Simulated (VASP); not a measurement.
Here is a VASP 6.6.1 calculation.

INCAR

```
  PREC = Accurate
  ENCUT = 520
  EDIFF = 1E-6
  ISMEAR = 0
  SIGMA = 0.15
  LREAL = False
  LASPH = True
  NELM = 60
  ALGO = Fast
  ISIF = 2
  LWAVE = False
  LCHARG = True
  GGA = PS
  LELF = True
  LVHAR = True
  NBANDS = 7
```

KPOINTS

```
regular mesh
0
Gamma
  26 26 26
```

POSCAR

```
Be
1.0
   -1.2531209513      1.2531209513      1.2531209513
    1.2531209513     -1.2531209513      1.2531209513
    1.2531209513      1.2531209513     -1.2531209513
Be
1
Direct
    0.0000000000      0.0000000000      0.0000000000
```

Potentials or basis: VASP PAW PBE potentials, release 64 (Be).

Command:

```bash
$ cat potpaw_PBE.64/Be/POTCAR > POTCAR
$ mpirun -np 1 vasp_std > vasp.out
```

Task: Estimate the band gap on the k mesh.

Result: None (metal or under the smearing width).

Task: Estimate the pressure.

Result: -1.6 GPa.

Caveat: the PAW data sets were made with another functional, which shifts forces and pressure a little.
